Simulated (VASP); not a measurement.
**A VASP 6.6.1 single-point calculation on Si**

INCAR

```
ENCUT = 520
EDIFF = 1E-5
IBRION = -1
ISIF = 2
NSW = 0
LCHARG = .FALSE.
PREC = Accurate
ISMEAR = -1
GGA = PE
LASPH = .TRUE.
LREAL = .FALSE.
NBANDS = 11
LWAVE = .FALSE.
SIGMA = 0.02
NELM = 77
```

KPOINTS

```
KPOINTS created by Atomic Simulation Environment
0
Gamma
8 8 8
0 0 0
```

POSCAR

```
Si
 1.0000000000000000
     0.0000000000000000    2.6948977067000000    2.7414422942000001
     2.6948977067000000    0.0000000000000000    2.7414422942000001
     2.6948977067000000    2.6948977067000000    0.0000000000000000
 Si
   2
Cartesian
  0.0000000000000000  0.0000000000000000  0.0000000000000000
  1.3474488533500000  1.3474488533500000  1.3707211471000000
```

The recommended PBE PAW datasets give the neutral cell 8 valence electrons.

Command

```
mpirun -np 1 vasp_std
```

OSZICAR

```
N       E                     dE             d eps       ncg     rms          rms(c)
DAV:   1     0.669498340072E+01    0.66950E+01   -0.32269E+03  1298   0.564E+02
DAV:   2    -0.104326158087E+02   -0.17128E+02   -0.16114E+02  1718   0.830E+01
DAV:   3    -0.110153436078E+02   -0.58273E+00   -0.58107E+00  1690   0.128E+01
DAV:   4    -0.110195730844E+02   -0.42295E-02   -0.42291E-02  1527   0.139E+00
DAV:   5    -0.110196141086E+02   -0.41024E-04   -0.41024E-04  1648   0.128E-01    0.492E+00
DAV:   6    -0.108920093983E+02    0.12760E+00   -0.73273E-02  1436   0.111E+00    0.300E+00
DAV:   7    -0.108340156691E+02    0.57994E-01   -0.14023E-01  1483   0.165E+00    0.189E-01
DAV:   8    -0.108352751620E+02   -0.12595E-02   -0.60662E-03  1474   0.422E-01    0.815E-02
DAV:   9    -0.108354781721E+02   -0.20301E-03   -0.19325E-04  1632   0.855E-02    0.600E-02
DAV:  10    -0.108355032160E+02   -0.25044E-04   -0.21405E-05  1514   0.267E-02    0.571E-03
DAV:  11    -0.108355037796E+02   -0.56366E-06   -0.20280E-06   944   0.753E-03
   1 F= -.10835504E+02 E0= -.10835504E+02  d E =-.160140E-07
```

Standard output (part)

```
POSCAR found type information on POSCAR Si
 POSCAR found :  1 types and       2 ions
 LDA part: xc-table for (Slater+PW92), standard interpolation
 POSCAR, INCAR and KPOINTS ok, starting setup
 WAVECAR not read
 entering main loop
```

From OUTCAR

```
k-points           NKPTS =     59   k-points in BZ     NKDIM =     59   number of bands    NBANDS=     11

   NELECT =       8.0000    total number of electrons

   dimension x,y,z NGX =    30 NGY =   30 NGZ =   28
   dimension x,y,z NGXF=    60 NGYF=   60 NGZF=   56

  energy-cutoff  :      520.00
  volume of cell :       39.82
      direct lattice vectors                 reciprocal lattice vectors
     0.000000000  2.694897707  2.741442294    -0.185535799  0.185535799  0.182385747
     2.694897707  0.000000000  2.741442294     0.185535799 -0.185535799  0.182385747
     2.694897707  2.694897707  0.000000000     0.185535799  0.185535799 -0.182385747

 k-points in reciprocal lattice and weights: KPOINTS created by Atomic Simulation Env
   0.00000000  0.00000000  0.00000000       0.002
   0.12500000  0.00000000  0.00000000       0.016
   0.25000000  0.00000000  0.00000000       0.016
   0.37500000  0.00000000  0.00000000       0.016
   0.50000000  0.00000000  0.00000000       0.008
   0.12500000  0.12500000  0.00000000       0.004
   0.25000000  0.12500000  0.00000000       0.016
   0.37500000  0.12500000  0.00000000       0.016
   ...

 E-fermi :   6.1756

 k-point     1 :       0.0000    0.0000    0.0000
  band No.  band energies     occupation
      1      -6.1120      2.00000
      2       5.8018      2.00000
      3       5.9254      1.99999
      4       5.9254      1.99999
      5       8.4323      0.00000
      6       8.4323      0.00000
      7       8.4940      0.00000
      8       9.3178      0.00000
      9      13.4476      0.00000
     10      13.7633      0.00000
     11      13.8656      0.00000

 k-point     2 :       0.1250    0.0000    0.0000
  band No.  band energies     occupation
      1      -5.9068      2.00000
      2       4.2842      2.00000
      3       5.5466      2.00000
      4       5.6429      2.00000
      5       8.3987      0.00000
      6       8.8633      0.00000
      7       8.8989      0.00000
      8      10.6482      0.00000
      9      12.9985      0.00000
     10      13.2459      0.00000
     11      14.6555      0.00000

 k-point     3 :       0.2500    0.0000    0.0000
  band No.  band energies     occupation
      1      -5.3081      2.00000
      2       1.9497      2.00000
      3       5.0580      2.00000
      4       5.1863      2.00000
      5       7.9273      0.00000
      6       9.3769      0.00000
      7       9.4189      0.00000
      8      12.8321      0.00000
      9      13.0632      0.00000
     10      13.1194      0.00000
     11      14.9066      0.00000

 k-point     4 :       0.3750    0.0000    0.0000
  band No.  band energies     occupation
      1      -4.4091      2.00000
      2      -0.0792      2.00000
      3       4.7168      2.00000
      4       4.8721      2.00000
      5       7.5613      0.00000
      6       9.2856      0.00000
      7       9.3951      0.00000
      8      13.7831      0.00000
      9      14.4335      0.00000
     10      14.5098      0.00000
     11      15.6398      0.00000

 k-point     5 :       0.5000    0.0000    0.0000
  band No.  band energies     occupation
      1      -3.7660      2.00000
      2      -1.1080      2.00000
      3       4.5995      2.00000
      4       4.7654      2.00000
      5       7.4320      0.00000
      6       9.1682      0.00000
      7       9.2885      0.00000
      8      13.6231      0.00000
      9      16.3553      0.00000
     10      16.5339      0.00000
     11      17.1561      0.00000

 ...

  Total        0.7601358      0.7601358      0.3366349      0.0000000      0.0000000      0.0000000
  in kB       30.5849727     30.5849727     13.5449068      0.0000000      0.0000000      0.0000000
  external PRESSURE =      24.9049507 kB  Pullay stress =       0.0000000 kB

 POSITION                                       TOTAL-FORCE (eV/Angst)
 -----------------------------------------------------------------------------------
      0.00000      0.00000      0.00000         0.000000      0.000000      0.000000
      1.34745      1.34745      1.37072        -0.000000     -0.000000     -0.000000
 -----------------------------------------------------------------------------------
    total drift:                               -0.000000     -0.000000     -0.000000

  FREE ENERGIE OF THE ION-ELECTRON SYSTEM (eV)
  ---------------------------------------------------
  free  energy   TOTEN  =       -10.8355037796 eV

  energy  without entropy=      -10.8355037636  energy(sigma->0) =      -10.83550377
```

It converged. Results: gap between bands v and c on the k mesh 0.51 eV; least direct gap on the k mesh 2.51 eV; pressure 2.5 GPa. Band v is the last that the valence electrons fill when counted band by band, and c is the next.

For comparison, a separate PBE run of the intended cell, on usual settings and not on those above, gives a gap of 0.51 eV on its mesh and a pressure of 2.5 GPa.

The run above took about 26 s on one core of a shared host (Intel Xeon Platinum 8488C) and held 0.16 GiB at most.
